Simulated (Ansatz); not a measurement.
# MoS2 (R3m) in Ansatz: further runs, part 2 of 2

Ansatz 0.2.0.

### Step 3. Band structure, r2SCAN

File input.yaml:

```yaml
crystal:
  lattice:
    - [1.58, 0.9122134253, 6.15]
    - [-1.58, 0.9122134253, 6.15]
    - [0.0, -1.8244268506, 6.15]
  atoms:
    - { symbol: Mo, position: [0.0, 0.0, 0.0] }
    - { symbol: S, position: [0.417, 0.417, 0.417] }
    - { symbol: S, position: [0.25, 0.25, 0.25] }
hamiltonian:
  xc: r2scan
  pseudopotentials: { kind: paw }
kpoints:
  mp_grid: { grid: [6, 6, 6] }
  band_path:
    path:
      - [[0.0, 0.0, 0.0], [0.5, 0.0, 0.0], [0.5, 0.181334009, -0.181334009]]
      - [[0.818665991, 0.5, 0.181334009], [0.5, 0.5, 0.5], [0.0, 0.0, 0.0], [0.3406670045, 0.0, -0.3406670045]]
      - [[0.6593329955, 0.3406670045, 0.0], [0.5, 0.5, 0.0], [0.6593329955, 0.6593329955, 0.181334009], [0.5, 0.5, 0.5]]
      - [[0.5, 0.0, 0.0], [0.818665991, 0.3406670045, 0.3406670045]]
    npoints: 14
scf:
  occupations: { method: fermi_dirac, width: 0.05 }
  n_extra_bands: 7
output:
  forces: true
  stress: true
  eigenvalues: true
  fatbands: false
```

Potentials or basis: Ansatz PAW.

On the command line:

```console
$ ansatz run input.yaml --threads 2 --pin off --max-ram 5632MiB --backend cpu --events-out ev --progress --plain --runs-dir out
```

Wall time 5.9 s (2 threads of Intel Xeon Platinum 8488C (Sapphire Rapids), shared host); peak memory 0.5 GiB.

It converged, with:

```
Free energy             : -6782.1318 eV
Pressure                : 4.2 GPa
Largest force           : 0.369 eV/Å
Band gap on the k mesh  : 0.99 eV, indirect (least direct gap 1.82 eV)
Band gap along the path : 0.99 eV, indirect (least direct gap 1.82 eV)
```

Forces on the atoms (eV/Å):
```
Mo   0.000  0.000  0.087
S    0.000  0.000  0.282
S    0.000  0.000 -0.369
```

Stress tensor (GPa, compression positive):
```
3.86 0.00 0.00
0.00 3.86 0.00
0.00 0.00 4.80
```

Levels at the corners of the path, in eV from the valence-band top:
```tsv
point	band 9	band 10	band 11	band 12	band 13	band 14	band 15	band 16	band 17	band 18
Γ	-3.67	-2.50	-2.50	-1.39	-1.21	2.15	2.15	2.57	2.57	6.02
L	-5.29	-4.29	-2.52	-1.83	-1.56	1.67	2.11	3.68	3.73	5.60
B1	-5.10	-4.62	-3.98	-3.00	-0.85	1.03	2.46	3.18	4.51	6.66
B	-5.10	-4.62	-3.98	-3.00	-0.85	1.03	2.46	3.18	4.51	6.66
Z	-3.69	-3.68	-2.47	-2.47	0.00	2.25	2.25	2.43	2.43	6.06
Γ	-3.67	-2.50	-2.50	-1.39	-1.21	2.15	2.15	2.57	2.57	6.02
X	-5.15	-4.63	-3.90	-3.06	-0.83	1.00	2.46	3.16	4.52	6.58
Q	-5.15	-4.63	-3.90	-3.06	-0.83	1.00	2.46	3.16	4.52	6.58
F	-4.99	-4.22	-3.10	-2.01	-1.38	1.63	2.24	3.26	4.11	6.37
P1	-5.06	-4.23	-2.97	-1.97	-1.41	1.63	2.26	3.33	4.00	5.97
Z	-3.69	-3.68	-2.47	-2.47	0.00	2.25	2.25	2.43	2.43	6.06
L	-5.29	-4.29	-2.52	-1.83	-1.56	1.67	2.11	3.68	3.73	5.60
P	-5.06	-4.23	-2.97	-1.97	-1.41	1.63	2.26	3.33	4.00	5.97
```

Caveat: the PAW data sets come from PBE, with cores solved anew for the run's functional, which leaves a small shift of forces and pressure. r2SCAN opens gaps a little over a GGA but as a rule still falls short of measured ones.

### Step 4. Band structure, HSE06

input.yaml: that of step 3 with these lines changed.

```diff
@@ -10,3 +10,3 @@
 hamiltonian:
-  xc: r2scan
+  xc: hse06
   pseudopotentials: { kind: paw }
@@ -20,3 +20,3 @@
       - [[0.5, 0.0, 0.0], [0.818665991, 0.3406670045, 0.3406670045]]
-    npoints: 14
+    npoints: 4
 scf:
@@ -29 +29,5 @@
   fatbands: false
+  write_density: true
+  write_potential: true
+  elf: true
+  volumetric_format: npy
```

Potentials or basis: Ansatz PAW.

On the command line:

```console
$ ansatz run input.yaml --threads 2 --pin off --max-ram 5632MiB --backend cpu --events-out ev --progress --plain --runs-dir out
```

Standard output:

```text
Warning: output.stress: scf.convergence.dr2_threshold = 1e-7 eV (the SCF's general default) is looser than the 3e-10 eV advised for a printed stress (1e-10 eV for each atom of the cell: 3). What an SCF threshold leaves in a stress goes as its square root, and in the free energy as the threshold itself, and one threshold admits the most on a small cell: of the crystals measured, under no hybrid functional and no lock of the moments, on runs that ended without the residual-converged pass, on stresses that held no estimate of that error, the worst erred by over 100 MPa in a component at 1e-7 eV an atom and by under 5 at 1e-10. Set scf.convergence.dr2_threshold to 3e-10 eV or tighter. The threshold is an SCF's pass mark: one that does not reach it within its budget of iterations ends unconverged, or closes short of it on a stop that the run arms, and scf.convergence.dr2_threshold's page says what that costs each kind of run
Warning: output.stress: scf.exx.energy_threshold = 1e-6 eV is looser than the 3e-8 eV advised for a stress under a hybrid functional (1e-8 eV for each atom of the cell: 3). Every SCF of the exchange loop can meet its threshold on dr2 while the loop round them stops early: no threshold on dr2 bounds what that leaves in the stress. Set scf.exx.energy_threshold to 3e-8 eV or tighter. The threshold is the loop's pass mark: a loop that does not reach it within its budget of cycles ends unconverged, and scf.exx.energy_threshold's page has the law
Warning: RAYON_NUM_THREADS=2 ignored (pool sized by the plan → 2); use --threads N
basis.fft_grid_basis auto: the FFT boxes are laid along the combinations [[1, -1, 0], [0, 1, 0], [0, -1, 1]] of the cell's own vectors, 3.160, 6.415 and 3.160 Å long. The dense box has 24×45×24 points. Along the cell's own vectors, as sized, it would have 45×45×45, 3.52 times as many. Of the 6 symmetry operations that the crystal satisfies within crystal.symmetry.tolerance (time reversal apart; of a slab, those that keep its plane) the dense box along the cell's own vectors carries 6, and the one as laid loses 4 of those. basis.fft_grid_basis: typed keeps the cell's own vectors: state it where this run's energies or levels are differenced outside the engine with another run's, or held beside a run that keeps those vectors. Those combinations have planes normal to reciprocal vector 3, as the cell's own vectors have. Each planar average written beside output.write_density, output.write_potential has a row for each plane of the box: 24. The volumetric files lie along those combinations, not along the cell's own vectors: a cube or XSF file states them, and fields.json those of NumPy files.
scf.n_extra_bands = 7 over 13 filled bands (N_el = 26.0): the run solves 20 bands
Engine: ansatz 0.2.0, x86_64-unknown-linux-gnu
Pseudopotentials: kind: paw
Pseudopotential: Mo, paw, valence charge 14, recommended cutoff 420 eV (normal), Mo.paw.azcp
Pseudopotential: S, paw, valence charge 6, recommended cutoff 420 eV (normal), S.paw.azcp
Functional definition: HSE06
  parameter a = 0.25
  parameter omega = 0.11/bohr
  exchange = pbe_x - a*pbe_x_sr(omega) + a*exact_x_sr(omega)
  correlation = pbe_c
Crystal: 3 atoms, lattice volume = 53.184 Å³
Basis set: ecut = 420 eV, 1011 PW (Γ), FFT grids on a1−a2, a2, −a2+a3, exchange–correlation on 48×90×48 points (8 copies of the dense FFT grid, shifted against one another)
Bands: 20, of which v1, the nominal top of the filled ones, is band 13 counted from 1 (12 counted from 0)
Symmetry: 6 space group operations
Space group: R3m (ITA 160), of the structure as read, at distance tolerance 3.8e-5 Å
k-points: 32 of 216 (time reversal used)
Non-local potential: Mo, projectors of the file, l = 0: 3, l = 1: 2, l = 2: 2, l = 3: 1
Non-local potential: S, projectors of the file, l = 0: 2, l = 1: 2, l = 2: 2
PAW form: soft (Blöchl's): semilocal exchange-correlation on the pseudo side does not see the compensation charge
[... 46 lines left out ...]
Free energy (F): -6765.798102 eV
Frozen-core exchange: fock
Harris-Foulkes:  -6765.798102 eV  (|F-HF|=4.43e-10)
Internal energy: -6765.798102 eV  (E = F + TS)
E sigma→0 (E₀):  -6765.798102 eV
Entropy (-TS):   -0.000000 eV (-0.000 meV/atom)
Fermi energy:    11.355908 eV
--- Per-component energies (eV) ---
  E_band       = -199.711582
  E_kinetic    = 655.668246
  E_local      = -1980.676283  (includes V_loc(G=0)·N_el)
  E_nonlocal   = 197.165756
  E_hartree    = 763.686071
  E_xc         = -304.042276
  E_vxc        = -323.884516  (∫ρ·V_xc dr)
  E_exx        = -64.565777  (= α·E_x^exact, valence–valence)
  E_paw        = -4414.005337  (= ΣΔE_a)
  E_vpaw       = -146.224825  (= ΣTr[D̂ρ^β])
  E_aug_tail   = 0.000037  (compensation charges beyond the density's cutoff)
  E_ewald      = -1618.402598
  E_core_change = -0.625942  (= ΣΔE_core)
  E_smearing   = -0.000000  (= −TS)
  E_closure    = 0.000000  (closes the sum)
  Σ components = -6765.798102   (vs F -6765.798102, Δ=0.00e0)
--- Forces (eV/Å), atoms counted from 1 ---
  atom   1  Mo     0.00000000     0.00000000     0.09403936
  atom   2  S      0.00000000     0.00000000    -0.07339007
  atom   3  S      0.00000000    -0.00000000    -0.02063432
  max |Σ_I F_I| component: 1.50e-5 eV/Å
--- Stress (GPa, compression-positive) ---
       -0.257039       0.000000      -0.000000
        0.000000      -0.257039       0.000000
        0.000000       0.000000       2.253061
  P = ⅓ Tr σ = 0.5797 GPa (5.797 kbar)
--- Band table (eV; the first three rows and the last of 32) ---
  k-point 0: bands = ["-54.8804", "-27.6395", "-27.3640", "-27.3640", "-6.0629", "-4.1519", "2.8551", "6.7946", "6.7946", "8.1506", "8.1506", "9.2134", "9.4434", "13.4571", "13.4571", "13.8947", "13.8947", "17.0419", "19.7755", "20.1502"]
  k-point 1: bands = ["-54.8680", "-27.6147", "-27.4900", "-27.3926", "-5.5999", "-4.0165", "3.3653", "5.9526", "6.8936", "7.2776", "7.5079", "9.1782", "9.4351", "12.8324", "13.4454", "13.5523", "14.1386", "18.6862", "20.2795", "20.8512"]
  k-point 2: bands = ["-54.8429", "-27.7351", "-27.5645", "-27.4493", "-4.5146", "-3.7040", "3.6454", "5.0585", "5.4065", "6.5630", "8.3034", "8.3585", "8.7297", "12.7741", "12.9505", "14.6244", "14.9167", "18.6231", "19.0635", "19.5236"]
  k-point 31: bands = ["-54.8804", "-27.6397", "-27.3641", "-27.3641", "-5.7932", "-4.6131", "3.9394", "6.7778", "6.7778", "6.7824", "8.1842", "8.1842", "10.7264", "13.5646", "13.5646", "13.7391", "13.7391", "17.1049", "20.2850", "21.7356"]
```

It took 5.8 min on 2 threads of Intel Xeon Platinum 8488C (Sapphire Rapids), shared host; peak memory 1.9 GiB.

What came out:

| Property | Result |
| --- | --- |
| Free energy | -6765.7981 eV |
| Pressure | 0.6 GPa |
| Largest force | 0.094 eV/Å |
| Band gap on the k mesh | 1.38 eV, indirect (least direct gap 2.17 eV) |
| Band gap along the path | 1.39 eV, indirect (least direct gap 2.19 eV) |

Forces in eV/Å, atoms in the order of the input:
```
Mo   0.000  0.000  0.094
S    0.000  0.000 -0.073
S    0.000  0.000 -0.021
```

Stress tensor (GPa, compression positive):
```
-0.26  0.00  0.00
 0.00 -0.26  0.00
 0.00  0.00  2.25
```

Levels at the corners of the path, in eV from the valence-band top:
```tsv
point	band 10	band 11	band 12	band 13	band 14	band 15	band 16	band 17
Γ	-2.58	-2.58	-1.51	-1.28	2.73	2.73	3.17	3.17
L	-4.54	-2.71	-1.92	-1.69	2.21	2.69	4.32	4.39
B1	-5.00	-4.26	-3.24	-0.82	1.42	3.06	3.81	5.23
B	-5.00	-4.26	-3.24	-0.82	1.42	3.06	3.81	5.23
Z	-3.94	-2.54	-2.54	0.00	2.84	2.84	3.01	3.01
Γ	-2.58	-2.58	-1.51	-1.28	2.73	2.73	3.17	3.17
X	-5.00	-4.17	-3.29	-0.80	1.39	3.07	3.79	5.25
Q	-5.00	-4.17	-3.29	-0.80	1.39	3.07	3.79	5.25
F	-4.46	-3.33	-2.11	-1.51	2.16	2.82	3.83	4.86
P1	-4.47	-3.19	-2.07	-1.54	2.17	2.84	3.90	4.73
Z	-3.94	-2.54	-2.54	0.00	2.84	2.84	3.01	3.01
L	-4.54	-2.71	-1.92	-1.69	2.21	2.69	4.32	4.39
P	-4.47	-3.19	-2.07	-1.54	2.17	2.84	3.90	4.73
```

Caveat: the PAW data sets come from PBE, with cores solved anew for the run's functional, which leaves a small shift of forces and pressure; the thresholds are loose for stress.

### Step 5. Summary

| level | cutoff (eV) | points for each segment of the path | gap on the mesh (eV) | pressure (GPa) | largest force (eV/Å) |
| --- | --- | --- | --- | --- | --- |
| BLYP | 420 | 14 | 0.92 | 12.9 | 0.94 |
| r2SCAN | 500 | 14 | 0.99 | 4.2 | 0.37 |
| HSE06 | 420 | 4 | 1.38 | 0.6 | 0.09 |

Alike in all rows: task band structure; potentials or basis Ansatz PAW; no spin polarisation; cell as given; k mesh 6 × 6 × 6; smearing fermi-dirac 0.05 eV.

On the cell as given the gap runs from 0.92 eV (BLYP) to 1.38 eV (HSE06). The pressure there spans 0.6 GPa (HSE06) to 12.9 GPa (BLYP); a positive pressure means that this level wants a larger cell, a negative one a smaller.

Caveats: the PAW data sets come from PBE, with cores solved anew for the run's functional, which leaves a small shift of forces and pressure; the thresholds are loose for stress (some runs).

Absolute energies hang on the potentials; compare differences alone.
